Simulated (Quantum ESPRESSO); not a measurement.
# Au (Fm-3m) in Quantum ESPRESSO: notebook, part 3 of 4

Quantum ESPRESSO 7.5.

**4. Phonon dispersion, LDA**

File pw.in:

```
&CONTROL
  calculation = 'scf'
  prefix = 'pwscf'
  outdir = './tmp'
  pseudo_dir = './pseudo'
  tprnfor = .true.
  tstress = .true.
  disk_io = 'low'
/
&SYSTEM
  ibrav = 0
  nat = 1
  ntyp = 1
  ecutwfc = 64
  nbnd = 16
  occupations = 'smearing'
  smearing = 'mv'
  degauss = 0.01469973
/
&ELECTRONS
  conv_thr = 2d-10
  electron_maxstep = 120
  mixing_beta = 0.5
/
ATOMIC_SPECIES
Au   196.9666 Au.upf
CELL_PARAMETERS angstrom
   0.0000000000    2.0350000000    2.0350000000
   2.0350000000    0.0000000000    2.0350000000
   2.0350000000    2.0350000000    0.0000000000
ATOMIC_POSITIONS crystal
Au     0.0000000000    0.0000000000    0.0000000000
K_POINTS automatic
12 12 12 0 0 0
```

File relax.in:

```
&CONTROL
  calculation = 'vc-relax'
  prefix = 'pwscf'
  outdir = './tmp'
  pseudo_dir = './pseudo'
  tprnfor = .true.
  tstress = .true.
  disk_io = 'low'
  nstep = 40
  forc_conv_thr = 0.0001
  etot_conv_thr = 1d-06
/
&SYSTEM
  ibrav = 0
  nat = 1
  ntyp = 1
  ecutwfc = 64
  nbnd = 16
  occupations = 'smearing'
  smearing = 'mv'
  degauss = 0.01469973
/
&ELECTRONS
  conv_thr = 2d-10
  electron_maxstep = 120
  mixing_beta = 0.5
/
&IONS
  ion_dynamics = 'bfgs'
/
&CELL
  cell_dynamics = 'bfgs'
  press = 0
  press_conv_thr = 0.2
/
ATOMIC_SPECIES
Au   196.9666 Au.upf
CELL_PARAMETERS angstrom
   0.0000000000    2.0350000000    2.0350000000
   2.0350000000    0.0000000000    2.0350000000
   2.0350000000    2.0350000000    0.0000000000
ATOMIC_POSITIONS crystal
Au     0.0000000000    0.0000000000    0.0000000000
K_POINTS automatic
12 12 12 0 0 0
```

File scf2.in:

```
&CONTROL
  calculation = 'scf'
  prefix = 'pwscf'
  outdir = './tmp'
  pseudo_dir = './pseudo'
  tprnfor = .true.
  tstress = .true.
  disk_io = 'low'
/
&SYSTEM
  ibrav = 0
  nat = 1
  ntyp = 1
  ecutwfc = 64
  nbnd = 16
  occupations = 'smearing'
  smearing = 'mv'
  degauss = 0.01469973
/
&ELECTRONS
  conv_thr = 1d-13
  electron_maxstep = 120
  mixing_beta = 0.5
  startingpot = 'file'
  startingwfc = 'file'
/
ATOMIC_SPECIES
Au   196.9666 Au.upf
CELL_PARAMETERS angstrom
   0.0000000000    2.0179251564    2.0179251564
   2.0179251564    0.0000000000    2.0179251564
   2.0179251564    2.0179251564    0.0000000000
ATOMIC_POSITIONS crystal
Au     0.0000000000    0.0000000000    0.0000000000
K_POINTS automatic
12 12 12 0 0 0
```

File ph.in:

```
phonon_bands of Au
&INPUTPH
  prefix = 'pwscf'
  outdir = './tmp'
  tr2_ph = 1d-18
  fildyn = 'dyn'
  niter_ph = 90
  alpha_mix(1) = 0.4
  ldisp = .true.
  nq1 = 2
  nq2 = 2
  nq3 = 2
/
```

File q2r.in:

```
&INPUT
  fildyn = 'dyn'
  zasr = 'crystal'
  flfrc = 'fc'
/
```

File matdyn.in:

```
&INPUT
  asr = 'crystal'
  flfrc = 'fc'
  flfrq = 'freq'
  q_in_cryst_coord = .true.
  flvec = ' '
/
80
 0.0000000000  0.0000000000  0.0000000000
 0.0454545455  0.0000000000  0.0454545455
 0.0909090909  0.0000000000  0.0909090909
 0.1363636364  0.0000000000  0.1363636364
 0.1818181818  0.0000000000  0.1818181818
 0.2272727273  0.0000000000  0.2272727273
 0.2727272727  0.0000000000  0.2727272727
 0.3181818182  0.0000000000  0.3181818182
 0.3636363636  0.0000000000  0.3636363636
 0.4090909091  0.0000000000  0.4090909091
 0.4545454545  0.0000000000  0.4545454545
 0.5000000000  0.0000000000  0.5000000000
 0.5000000000  0.0500000000  0.5500000000
 0.5000000000  0.1000000000  0.6000000000
 0.5000000000  0.1500000000  0.6500000000
 0.5000000000  0.2000000000  0.7000000000
 0.5000000000  0.2500000000  0.7500000000
 0.4687500000  0.2812500000  0.7500000000
 0.4375000000  0.3125000000  0.7500000000
 0.4062500000  0.3437500000  0.7500000000
 0.3750000000  0.3750000000  0.7500000000
 0.3461538462  0.3461538462  0.6923076923
 0.3173076923  0.3173076923  0.6346153846
 0.2884615385  0.2884615385  0.5769230769
 0.2596153846  0.2596153846  0.5192307692
 0.2307692308  0.2307692308  0.4615384615
 0.2019230769  0.2019230769  0.4038461538
 0.1730769231  0.1730769231  0.3461538462
 0.1442307692  0.1442307692  0.2884615385
 0.1153846154  0.1153846154  0.2307692308
 0.0865384615  0.0865384615  0.1730769231
 0.0576923077  0.0576923077  0.1153846154
 0.0288461538  0.0288461538  0.0576923077
 0.0000000000  0.0000000000  0.0000000000
 0.0454545455  0.0454545455  0.0454545455
 0.0909090909  0.0909090909  0.0909090909
 0.1363636364  0.1363636364  0.1363636364
 0.1818181818  0.1818181818  0.1818181818
 0.2272727273  0.2272727273  0.2272727273
 0.2727272727  0.2727272727  0.2727272727
 0.3181818182  0.3181818182  0.3181818182
 0.3636363636  0.3636363636  0.3636363636
 0.4090909091  0.4090909091  0.4090909091
 0.4545454545  0.4545454545  0.4545454545
 0.5000000000  0.5000000000  0.5000000000
 0.5178571429  0.4642857143  0.5178571429
 0.5357142857  0.4285714286  0.5357142857
 0.5535714286  0.3928571429  0.5535714286
 0.5714285714  0.3571428571  0.5714285714
 0.5892857143  0.3214285714  0.5892857143
 0.6071428571  0.2857142857  0.6071428571
 0.6250000000  0.2500000000  0.6250000000
 0.5937500000  0.2500000000  0.6562500000
 0.5625000000  0.2500000000  0.6875000000
 0.5312500000  0.2500000000  0.7187500000
 0.5000000000  0.2500000000  0.7500000000
 0.5000000000  0.2750000000  0.7250000000
 0.5000000000  0.3000000000  0.7000000000
 0.5000000000  0.3250000000  0.6750000000
 0.5000000000  0.3500000000  0.6500000000
 0.5000000000  0.3750000000  0.6250000000
 0.5000000000  0.4000000000  0.6000000000
 0.5000000000  0.4250000000  0.5750000000
 0.5000000000  0.4500000000  0.5500000000
 0.5000000000  0.4750000000  0.5250000000
 0.5000000000  0.5000000000  0.5000000000
 0.4861111111  0.4861111111  0.5277777778
 0.4722222222  0.4722222222  0.5555555556
 0.4583333333  0.4583333333  0.5833333333
 0.4444444444  0.4444444444  0.6111111111
 0.4305555556  0.4305555556  0.6388888889
 0.4166666667  0.4166666667  0.6666666667
 0.4027777778  0.4027777778  0.6944444444
 0.3888888889  0.3888888889  0.7222222222
 0.3750000000  0.3750000000  0.7500000000
 0.6250000000  0.2500000000  0.6250000000
 0.5937500000  0.1875000000  0.5937500000
 0.5625000000  0.1250000000  0.5625000000
 0.5312500000  0.0625000000  0.5312500000
 0.5000000000  0.0000000000  0.5000000000
```

File matdyn_dos.in:

```
&INPUT
  asr = 'crystal'
  flfrc = 'fc'
  dos = .true.
  fldos = 'phdos'
  nk1 = 18
  nk2 = 18
  nk3 = 18
  deltaE = 0.5
  flvec = ' '
  flfrq = ' '
/
```

File matdyn_mesh.in:

```
&INPUT
  asr = 'crystal'
  flfrc = 'fc'
  flfrq = 'mesh'
  q_in_cryst_coord = .true.
  flvec = ' '
/
1000
 0.05000000  0.05000000  0.05000000
 0.05000000  0.05000000  0.15000000
 0.05000000  0.05000000  0.25000000
[... 997 further points of the even 10 x 10 x 10 mesh, shifted by half a step ...]
```

Potentials or basis: PseudoDojo 0.4.1 SR LDA standard.

The run is started by

```
$ OMP_NUM_THREADS=1 pw.x -in pw.in > pw.out
$ OMP_NUM_THREADS=1 pw.x -in relax.in > relax.out
$ OMP_NUM_THREADS=1 pw.x -in scf2.in > scf2.out
$ OMP_NUM_THREADS=1 ph.x -in ph.in > ph.out
$ OMP_NUM_THREADS=1 q2r.x -in q2r.in > q2r.out
$ OMP_NUM_THREADS=1 matdyn.x -in matdyn.in > matdyn.out
$ OMP_NUM_THREADS=1 matdyn.x -in matdyn_dos.in > matdyn_dos.out
$ OMP_NUM_THREADS=1 matdyn.x -in matdyn_mesh.in > matdyn_mesh.out
```

pw.out:

```text
This program is part of the open-source Quantum ESPRESSO suite
     for quantum simulation of materials; please cite
[... 9 lines left out ...]
     --------------------
     sticks:   dense  smooth     PW     G-vecs:    dense   smooth      PW
     Sum         511     511    163                 7799     7799    1459

     Using Slab Decomposition

     bravais-lattice index     =            0
     lattice parameter (alat)  =       5.4385  a.u.
     unit-cell volume          =     113.7417 (a.u.)^3
     number of atoms/cell      =            1
     number of atomic types    =            1
     number of electrons       =        19.00
     number of Kohn-Sham states=           16
     kinetic-energy cutoff     =      64.0000  Ry
     charge density cutoff     =     256.0000  Ry
     scf convergence threshold =      2.0E-10
     mixing beta               =       0.5000
     number of iterations used =            8  plain     mixing
     Exchange-correlation= SLA  PW   NOGX NOGC
                           (   1   4   0   0   0   0   0)

     celldm(1)=   5.438489  celldm(2)=   0.000000  celldm(3)=   0.000000
     celldm(4)=   0.000000  celldm(5)=   0.000000  celldm(6)=   0.000000

     crystal axes: (cart. coord. in units of alat)
               a(1) = (   0.000000   0.707107   0.707107 )
               a(2) = (   0.707107   0.000000   0.707107 )
               a(3) = (   0.707107   0.707107   0.000000 )

     reciprocal axes: (cart. coord. in units 2 pi/alat)
               b(1) = ( -0.707107  0.707107  0.707107 )
               b(2) = (  0.707107 -0.707107  0.707107 )
[... 106 lines left out ...]

     Self-consistent Calculation

     iteration #  1     ecut=    64.00 Ry     beta= 0.50
     Davidson diagonalization with overlap
     ethr =  1.00E-02,  avg # of iterations =  4.7

     Threshold (ethr) on eigenvalues was too large:
     Diagonalizing with lowered threshold

     Davidson diagonalization with overlap
     ethr =  3.68E-04,  avg # of iterations =  1.8

     total energy              =    -295.08860823 Ry
     estimated scf accuracy    <       0.06921533 Ry
[... 43 lines left out ...]
     iteration #  8     ecut=    64.00 Ry     beta= 0.50
     Davidson diagonalization with overlap
     ethr =  3.04E-12,  avg # of iterations =  2.0

     End of self-consistent calculation

          k = 0.0000 0.0000 0.0000 (   941 PWs)   bands (ev):

   -85.1687 -36.2960 -36.2960 -36.2960  10.5412  15.8647  15.8647  15.8647
    17.4357  17.4357  35.0823  39.0771  39.0771  39.0771  44.1664  48.6326
[... 308 lines left out ...]
   -85.1540 -36.4734 -36.4321 -36.3715  14.1877  14.7288  16.4722  17.6200
    18.6798  24.5471  25.4590  28.0518  32.2412  39.3783  44.5539  45.4873

          k =-0.7071 0.1179-0.0000 (   986 PWs)   bands (ev):

   -85.1534 -36.5047 -36.3931 -36.3846  13.6503  13.9398  18.0145  18.3640
    18.9957  22.7216  26.0408  30.0901  30.4057  39.2083  40.7786  47.1807

          k =-0.2357-0.4714 0.7071 (   983 PWs)   bands (ev):
[... 36 lines left out ...]
   -85.1535 -36.4491 -36.4491 -36.3854  14.5644  15.3789  15.3789  17.2659
    18.9973  25.2618  26.8985  26.8985  30.1129  43.2085  43.2085  44.9861

     the Fermi energy is    20.5437 ev

!    total energy              =    -295.10657659 Ry
     estimated scf accuracy    <          8.4E-12 Ry
     smearing contrib. (-TS)   =      -0.00000363 Ry
     internal energy E=F+TS    =    -295.10657297 Ry

     The total energy is F=E-TS. E is the sum of the following terms:
     one-electron contribution =     -81.19768940 Ry
     hartree contribution      =      51.58241214 Ry
     xc contribution           =     -50.29231943 Ry
     ewald contribution        =    -215.19897628 Ry

     convergence has been achieved in   8 iterations

     Forces acting on atoms (cartesian axes, Ry/au):

     atom    1 type  1   force =     0.00000000    0.00000000    0.00000000

     Total force =     0.000000     Total SCF correction =     0.000000

     Computing stress (Cartesian axis) and pressure

          total   stress  (Ry/bohr**3)                   (kbar)     P=      -50.81
  -0.00034543   0.00000000   0.00000000          -50.81        0.00        0.00
   0.00000000  -0.00034543   0.00000000            0.00      -50.81        0.00
  -0.00000000   0.00000000  -0.00034543           -0.00        0.00      -50.81

=------------------------------------------------------------------------------=
   JOB DONE.
=------------------------------------------------------------------------------=
```

Wall time 14 min (1 thread of AMD EPYC 7R43 (Zen 3), shared host); peak memory 0.08 GiB.

What came out:

- Free energy: -4015.1325 eV
- Relaxed volume: 16.43 Å³/atom
- Relaxed cell: a = 2.854 Å, b = 2.854 Å, c = 2.854 Å, α = 60.00°, β = 60.00°, γ = 60.00°
- Space group after relaxing (to 0.05 Å): Fm-3m (No. 225)
- Pressure after relaxing: -0.4 GPa
- Band gap on the k mesh: none (metal or under the smearing width)
- Highest phonon frequency: 164 cm⁻¹
- Zero-point energy: 0.018 eV/atom

Step by step:
| step | energy change (eV) | largest force (eV/Å) | pressure (GPa) | volume (Å³) |
| --- | --- | --- | --- | --- |
| 1 | 0.0000 | 0.0000 | -5.08 | 16.85 |
| 2 | -0.0069 | 0.0000 | 0.15 | 16.42 |
| 3 | -0.0069 | 0.0000 | -0.01 | 16.43 |

Final structure:
```
Au
1.0
     0.00000    2.01793    2.01793
     2.01793    0.00000    2.01793
     2.01793    2.01793    0.00000
Au
1
Direct
  0.00000 0.00000 0.00000
```

Phonon frequencies in cm⁻¹ (negative: imaginary):
```
              q point  frequencies
(0.000, 0.000, 0.000)        0 0 0
(0.318, 0.000, 0.318)    77 77 135
(0.500, 0.150, 0.650)   91 109 148
(0.346, 0.346, 0.692)   77 127 137
(0.144, 0.144, 0.288)    35 63 103
(0.091, 0.091, 0.091)     18 18 46
(0.409, 0.409, 0.409)    60 60 157
(0.589, 0.321, 0.589)   75 115 145
(0.500, 0.275, 0.725)   90 129 132
(0.500, 0.450, 0.550)    64 72 162
(0.431, 0.431, 0.639)   71 101 152
(0.562, 0.125, 0.562)    87 99 155
```

Phonon frequencies at the corners of the path (cm⁻¹, interpolated; i marks imaginary ones):
```csv
point,frequencies
Γ,0 0 0
X,89 89 159
W,91 130 130
K,81 119 144
L,63 63 164
U,81 119 144
```

Phonon states per cell in windows of 10 cm⁻¹ (negative: imaginary):
```tsv
from (cm⁻¹)	total
0	0.00
10	0.01
20	0.02
30	0.05
40	0.09
50	0.17
60	0.35
70	0.39
80	0.40
90	0.20
100	0.19
110	0.18
120	0.13
130	0.19
140	0.43
150	0.18
160	0.01
```

Harmonic thermodynamics per atom at this volume (zero-point energy 18.3 meV, Debye temperature from the second moment 194 K):
| T (K) | free energy (meV) | entropy (k_B) | heat capacity Cv (k_B) |
| --- | --- | --- | --- |
| 50 | 17.0 | 0.96 | 1.64 |
| 100 | 9.5 | 2.43 | 2.51 |
| 200 | -20.3 | 4.32 | 2.86 |
| 298.15 | -62.1 | 5.48 | 2.94 |
| 500 | -171.8 | 7.01 | 2.98 |
| 800 | -372.6 | 8.41 | 2.99 |

Caveat: the q mesh is small, so phonon branches between its points and thermal values are rough. The run has no spin-orbit coupling, so splittings on Au are missing.

(Continued in part 4 of 4.)
